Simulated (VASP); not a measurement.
# CoO (Fm-3m) in VASP: a series of runs

One crystal, CoO, is run at these levels: PBEsol; tasks: density of states, electric field gradients, core levels.

All numbers are computed with VASP 6.6.1; they aren't measurements. Logs are shortened: lines on timing, memory, paths and dates and some standing lists are left out, and cuts for length are marked.

**1. The crystal as given**

Symmetry: Fm-3m, No. 225, cubic system. The conventional cell has a = 4.263 Å, b = 4.263 Å, c = 4.263 Å, α = 90.00°, β = 90.00°, γ = 90.00°. Co (site symmetry m-3m) has 6 O at 2.13 Å as nearest neighbours. O (site symmetry m-3m) has 6 Co at 2.13 Å as nearest neighbours.

**2. Density of states, PBEsol, collinear spin, ferromagnetic start**

POSCAR

```
CoO
1.0
    0.0000000000      2.1315000000      2.1315000000
    2.1315000000      0.0000000000      2.1315000000
    2.1315000000      2.1315000000      0.0000000000
Co O
1 1
Direct
    0.0000000000      0.0000000000      0.0000000000
    0.5000000000      0.5000000000      0.5000000000
```

INCAR.step1

```
ALGO = Fast
EDIFF = 1E-7
ENCUT = 520
GGA = PS
ISIF = 2
ISMEAR = 0
ISPIN = 2
LASPH = T
LCHARG = T
LMAXMIX = 4
LREAL = F
LWAVE = F
MAGMOM = 2 0
NELM = 120
PREC = Accurate
SIGMA = 0.02
```

KPOINTS.step1

```
k-points
0
Gamma
  11 11 11
```

INCAR.step2

```
ALGO = Fast
EDIFF = 1E-7
ENCUT = 520
GGA = PS
ICHARG = 11
ISIF = 2
ISMEAR = -5
ISPIN = 2
LASPH = T
LCHARG = F
LMAXMIX = 4
LORBIT = 10
LREAL = F
LWAVE = F
MAGMOM = 2 0
NEDOS = 1001
NELM = 120
PREC = Accurate
SIGMA = 0.02
```

KPOINTS.step2

```
k-points
0
Gamma
  17 17 17
```

Potentials or basis: VASP PAW PBE potentials, release 64 (Co, O).

Command:

```console
$ cat potpaw_PBE.64/Co/POTCAR potpaw_PBE.64/O/POTCAR > POTCAR
$ cp INCAR.step1 INCAR
$ cp KPOINTS.step1 KPOINTS
$ mpirun -np 1 vasp_std > vasp.out
$ cp INCAR.step2 INCAR
$ cp KPOINTS.step2 KPOINTS
$ mpirun -np 1 vasp_std > vasp.out
```

OUTCAR:

```text
EDIFF = 1E-7
   ENCUT = 520
   GGA = PS
   ICHARG = 11
   ISIF = 2
   ISMEAR = -5
   ISPIN = 2
   LASPH = T
   LORBIT = 10
   LREAL = F
   NELM = 120
   PREC = Accurate

 ion  position               nearest neighbor table
   1  0.000  0.000  0.000-   2 2.13   2 2.13   2 2.13   2 2.13   2 2.13   2 2.13
   2  0.500  0.500  0.500-   1 2.13   1 2.13   1 2.13   1 2.13   1 2.13   1 2.13

  LATTYP: Found a face centered cubic cell.
 ALAT       =     4.2630000000

  Lattice vectors:

 A1 = (   0.0000000000,   2.1315000000,   2.1315000000)
 A2 = (   2.1315000000,   0.0000000000,   2.1315000000)
 A3 = (   2.1315000000,   2.1315000000,   0.0000000000)

Analysis of symmetry for initial positions (statically):
=====================================================================
 Subroutine PRICEL returns:
 Original cell was already a primitive cell.

 Routine SETGRP: Setting up the symmetry group for a
 face centered cubic supercell.

 Subroutine GETGRP returns: Found 48 space group operations
 (whereof 48 operations were pure point group operations)
 out of a pool of 48 trial point group operations.

The static configuration has the point symmetry O_h .

Analysis of symmetry for dynamics (positions and initial velocities):
=====================================================================
 Subroutine PRICEL returns:
 Original cell was already a primitive cell.

 Routine SETGRP: Setting up the symmetry group for a
 face centered cubic supercell.

 Subroutine GETGRP returns: Found 48 space group operations
 (whereof 48 operations were pure point group operations)
 out of a pool of 48 trial point group operations.

The dynamic configuration has the point symmetry O_h .

Analysis of structural, dynamic, and magnetic symmetry:
=====================================================================
 Subroutine PRICEL returns:
 Original cell was already a primitive cell.

 Routine SETGRP: Setting up the symmetry group for a
 face centered cubic supercell.

 Subroutine GETGRP returns: Found 48 space group operations
 (whereof 48 operations were pure point group operations)
 out of a pool of 48 trial point group operations.

The overall configuration has the point symmetry O_h .

 Subroutine INISYM returns: Found 48 space group operations
 (whereof 48 operations are pure point group operations),
 and found     1 'primitive' translations

----------------------------------------------------------------------------------------

                                     Primitive cell

  volume of cell :      19.3681

  direct lattice vectors                    reciprocal lattice vectors
     0.000000000  2.131500000  2.131500000    -0.234576589  0.234576589  0.234576589
[... 140 lines left out ...]
 cond. band min:       7.7743743617   @ k =  -0.2353   0.2353   0.0000
 fundamental gap:     -0.0451671565
 Fermi energy:         7.7886499819

 spin component 1

 k-point     1 :       0.0000    0.0000    0.0000
  band No.  band energies     occupation
      1     -12.4147      1.00000
      2       4.4767      1.00000
      3       4.4767      1.00000
      4       4.5778      1.00000
      5       4.5778      1.00000
      6       4.5778      1.00000
      7       4.6145      1.00000
      8       4.6145      1.00000
      9       4.6145      1.00000
     10       8.6162      0.00000
     11      24.3532      0.00000
     12      25.6768      0.00000
[... 333 lines left out ...]
      1     -12.1927      1.00000
      2       2.8148      1.00000
      3       3.1024      1.00000
      4       3.5827      1.00000
      5       4.7133      1.00000
      6       4.7179      1.00000
      7       5.1644      1.00000
      8       5.5276      1.00000
      9       6.1310      1.00000
     10       9.9636      0.00000
     11      21.5225      0.00000
     12      23.8839      0.00000

 [... further k-points ...]

 spin component 2

 k-point     1 :       0.0000    0.0000    0.0000
  band No.  band energies     occupation
      1     -11.8458      1.00000
      2       5.2244      1.00000
      3       5.2244      1.00000
      4       5.2244      1.00000
      5       6.6926      1.00000
      6       6.6926      1.00000
      7       6.6927      1.00000
      8       7.6605      1.11916
      9       7.6606      1.19800
     10       9.1867      0.00000
     11      24.2938      0.00000
     12      26.2290      0.00000
[... 333 lines left out ...]
      1     -11.6165      1.00000
      2       3.6738      1.00000
      3       4.4906      1.00000
      4       4.6380      1.00000
      5       6.8247      1.00000
      6       7.0024      1.00000
      7       7.0752      1.00000
      8       8.0234      0.00000
      9       8.5963      0.00000
     10      10.5952      0.00000
     11      21.9262      0.00000
     12      24.5226      0.00000

 [... further k-points ...]

------------------------ aborting loop because EDIFF is reached ----------------------------------------

  FORCE on cell =-STRESS in cart. coord.  units (eV):
  Direction    XX          YY          ZZ          XY          YZ          ZX
  --------------------------------------------------------------------------------------
  -------------------------------------------------------------------------------------
  Total       -1.3988834     -1.3988834     -1.3988834      0.0000000      0.0000000      0.0000000
  in kB     -115.7193790   -115.7193790   -115.7193790      0.0000000      0.0000000      0.0000000
  external PRESSURE =    -115.7193790 kB  Pullay stress =       0.0000000 kB

 VOLUME and BASIS-vectors are now :
 -----------------------------------------------------------------------------
  energy-cutoff  :      520.00
  volume of cell :       19.37
      direct lattice vectors                 reciprocal lattice vectors
     0.000000000  2.131500000  2.131500000    -0.234576589  0.234576589  0.234576589
     2.131500000  0.000000000  2.131500000     0.234576589 -0.234576589  0.234576589
     2.131500000  2.131500000  0.000000000     0.234576589  0.234576589 -0.234576589

 POSITION                                       TOTAL-FORCE (eV/Angst)
 -----------------------------------------------------------------------------------
      0.00000      0.00000      0.00000         0.000000      0.000000      0.000000
      2.13150      2.13150      2.13150         0.000000      0.000000      0.000000
 -----------------------------------------------------------------------------------
    total drift:                                0.000000     -0.000000     -0.000000

  FREE ENERGIE OF THE ION-ELECTRON SYSTEM (eV)
  ---------------------------------------------------
  free  energy   TOTEN  =       -13.9421163437 eV

  energy  without entropy=      -13.9421163437  energy(sigma->0) =      -13.94211634

 total charge

# of ion       s       p       d       tot
------------------------------------------
    1        0.297   0.360   7.136   7.793
    2        1.550   3.402   0.000   4.952
--------------------------------------------------
tot          1.847   3.762   7.136  12.745

 magnetization (x)

# of ion       s       p       d       tot
------------------------------------------
    1        0.020   0.017   2.567   2.604
    2        0.029   0.306   0.000   0.335
--------------------------------------------------
tot          0.049   0.323   2.567   2.939
```

OUTCAR.step1:

```text
EDIFF = 1E-7
   ENCUT = 520
   GGA = PS
   ISIF = 2
   ISMEAR = 0
[... 964 lines left out ...]
 -----------------------------------------------------------------------------------
      0.00000      0.00000      0.00000         0.000000      0.000000      0.000000
      2.13150      2.13150      2.13150        -0.000000     -0.000000     -0.000000
 -----------------------------------------------------------------------------------
    total drift:                                0.000000     -0.000000     -0.000000

  FREE ENERGIE OF THE ION-ELECTRON SYSTEM (eV)
  ---------------------------------------------------
  free  energy   TOTEN  =       -13.9432922159 eV

  energy  without entropy=      -13.9427824710  energy(sigma->0) =      -13.94303734
```

Wall time 2.4 min (1 thread of AMD EPYC 7R43 (Zen 3), shared host); peak memory 0.16 GiB.

What came out:

| Quantity | Value |
| --- | --- |
| Net moment | 2.99 μB per cell |
| Site moments | Co +2.60; O +0.34 μB |
| Valence electrons inside the program's atomic spheres | Co 7.79; O 4.95 |

States per cell in windows of 1 eV (zero at the Fermi level; states under -8 eV left out):
```csv
from (eV),up,down,Co1_d_down,Co1_d_up,O2_p_up,O2_p_down,Co1_s_up,Co1_s_down
-8.0,0.60,0.12,0.01,0.09,0.24,0.05,0.07,0.02
-7.0,0.72,0.72,0.06,0.17,0.29,0.30,0.02,0.07
-6.0,1.33,0.47,0.06,0.49,0.53,0.22,0.01,0.01
-5.0,0.32,1.35,0.30,0.10,0.14,0.69,0.00,0.01
-4.0,0.43,0.35,0.06,0.36,0.03,0.20,0.00,0.00
-3.0,2.75,0.03,0.01,2.46,0.14,0.01,0.02,0.00
-2.0,1.26,0.33,0.27,0.88,0.25,0.02,0.02,0.00
-1.0,0.68,1.66,1.49,0.38,0.23,0.08,0.00,0.01
0.0,0.01,1.88,1.69,0.00,0.00,0.10,0.00,0.02
1.0,0.01,0.91,0.71,0.00,0.00,0.11,0.00,0.01
2.0,0.03,0.41,0.28,0.00,0.01,0.09,0.01,0.01
3.0,0.06,0.03,0.00,0.00,0.01,0.01,0.01,0.01
4.0,0.12,0.07,0.00,0.00,0.03,0.02,0.02,0.01
5.0,0.23,0.17,0.01,0.01,0.05,0.04,0.04,0.02
6.0,0.30,0.27,0.01,0.01,0.05,0.05,0.09,0.05
7.0,0.22,0.27,0.01,0.01,0.04,0.05,0.07,0.07
```

Caveat: the PAW data sets were made with another functional, which shifts forces and pressure a little; a cell with one magnetic atom can't hold antiferromagnetic order, which such compounds often take; semilocal functionals often make such compounds metallic where correlation or magnetic order opens a gap, which also shifts bond lengths; tetrahedron occupations give inexact forces and stress in metals.

**3. Electric field gradients, PBEsol, collinear spin, ferromagnetic start**

INCAR

```
ALGO     = Normal         # electronic algorithm
EDIFF    = 1E-8           # SCF threshold, eV
ENCUT    = 520            # plane-wave cutoff, eV
GGA      = PS             # functional
ISIF     = 2              # what is computed and relaxed
ISMEAR   = 0              # smearing method
ISPIN    = 2              # spin polarisation
LASPH    = T              # aspherical terms in the spheres
LCHARG   = F              # write CHGCAR
LEFG     = T            
LMAXMIX  = 4              # l up to which the mixer works
LORBIT   = 11             # projections on sites
LREAL    = F              # projectors in reciprocal space
LWAVE    = F              # write WAVECAR
MAGMOM   = 2 0            # initial moments
NELM     = 100            # most SCF steps
PREC     = Accurate       # precision mode
SIGMA    = 0.02           # smearing width, eV
```

KPOINTS

```
k-points
0
Gamma
  11 11 11
```

POSCAR is that of step 2.

Potentials or basis: VASP PAW PBE potentials, release 64 (Co, O).

Command:

```console
$ cat potpaw_PBE.64/Co/POTCAR potpaw_PBE.64/O/POTCAR > POTCAR
$ mpirun -np 1 vasp_std > vasp.out
```

OUTCAR:

```text
EDIFF = 1E-8
   ENCUT = 520
   GGA = PS
   ISIF = 2
   ISMEAR = 0
   ISPIN = 2
   LASPH = T
   LORBIT = 11
   LREAL = F
   NELM = 100
   PREC = Accurate

 ion  position               nearest neighbor table
   1  0.000  0.000  0.000-   2 2.13   2 2.13   2 2.13   2 2.13   2 2.13   2 2.13
   2  0.500  0.500  0.500-   1 2.13   1 2.13   1 2.13   1 2.13   1 2.13   1 2.13

  LATTYP: Found a face centered cubic cell.
 ALAT       =     4.2630000000

  Lattice vectors:

 A1 = (   0.0000000000,   2.1315000000,   2.1315000000)
 A2 = (   2.1315000000,   0.0000000000,   2.1315000000)
[... 964 lines left out ...]
---------------------------------------------------------------------

 Electric field gradients after diagonalization (V/A^2)
 (convention: |V_zz| > |V_xx| > |V_yy|)
----------------------------------------------------------------------
 ion       V_xx      V_yy      V_zz     asymmetry (V_yy - V_xx)/ V_zz
----------------------------------------------------------------------
   1      -0.002    -0.002     0.003       0.000
   2       0.002     0.002    -0.004       0.000
----------------------------------------------------------------------

           NMR quadrupolar parameters

 Cq : quadrupolar parameter    Cq=e*Q*V_zz/h
 eta: asymmetry parameters     (V_yy - V_xx)/ V_zz
 Q  : nuclear electric quadrupole moment in mb (millibarn)
----------------------------------------------------------------------
 ion       Cq(MHz)       eta       Q (mb)
----------------------------------------------------------------------
   1       0.000       0.000       1.000
   2      -0.000       0.000       1.000
----------------------------------------------------------------------

 total charge

# of ion       s       p       d       tot
------------------------------------------
    1        0.297   0.360   7.138   7.795
    2        1.550   3.400   0.000   4.950
--------------------------------------------------
tot          1.847   3.760   7.138  12.745

 magnetization (x)

# of ion       s       p       d       tot
------------------------------------------
    1        0.020   0.017   2.562   2.599
    2        0.029   0.306   0.000   0.335
--------------------------------------------------
tot          0.049   0.323   2.562   2.934
```

OSZICAR:

```text
N       E                     dE             d eps       ncg     rms          rms(c)
DAV:   1     0.840410270963E+02    0.84041E+02   -0.71837E+03  2736   0.142E+03
DAV:   2    -0.966584259341E+01   -0.93707E+02   -0.83238E+02  2820   0.279E+02
[... 13 lines left out ...]
DAV:  16    -0.139432921550E+02    0.15155E-05   -0.48323E-06  3480   0.436E-02    0.703E-03
DAV:  17    -0.139432921948E+02   -0.39810E-07   -0.99902E-07  3720   0.190E-02    0.167E-03
DAV:  18    -0.139432922523E+02   -0.57416E-07   -0.16823E-07  3060   0.492E-03    0.152E-03
DAV:  19    -0.139432922192E+02    0.33098E-07   -0.31048E-08  2280   0.237E-03    0.846E-04
DAV:  20    -0.139432922008E+02    0.18351E-07   -0.16125E-08  1752   0.187E-03    0.804E-05
DAV:  21    -0.139432921944E+02    0.64010E-08   -0.36711E-09  1372   0.816E-04
   1 F= -.13943292E+02 E0= -.13943037E+02  d E =-.509918E-03  mag=     2.9888
```

Run time: 60 s. Hardware: 1 thread of AMD EPYC 7R43 (Zen 3), shared host; peak memory 0.12 GiB.

What came out:

| Item | Value |
| --- | --- |
| Free energy | -13.9433 eV |
| Pressure | -11.0 GPa |
| Band gap on the k mesh | none (metal or under the smearing width) |
| Net moment | 2.99 μB per cell |
| Site moments | Co +2.60; O +0.34 μB |
| Valence electrons inside the program's atomic spheres | Co 7.79; O 4.95 |

Electric field gradients, principal values (V/Å²):
```tsv
atom	Vxx	Vyy	Vzz
1 Co	-0.002	-0.002	0.003
2 O	0.002	0.002	-0.004
```

Caveat: the PAW data sets were made with another functional, which shifts forces and pressure a little; a cell with one magnetic atom can't hold antiferromagnetic order, which such compounds often take; semilocal functionals often make such compounds metallic where correlation or magnetic order opens a gap, which also shifts bond lengths. With open d or f shells a metallic result of PBEsol can be an artefact of self-interaction; +U or a hybrid may open a gap.

[end of part 1 of 2]
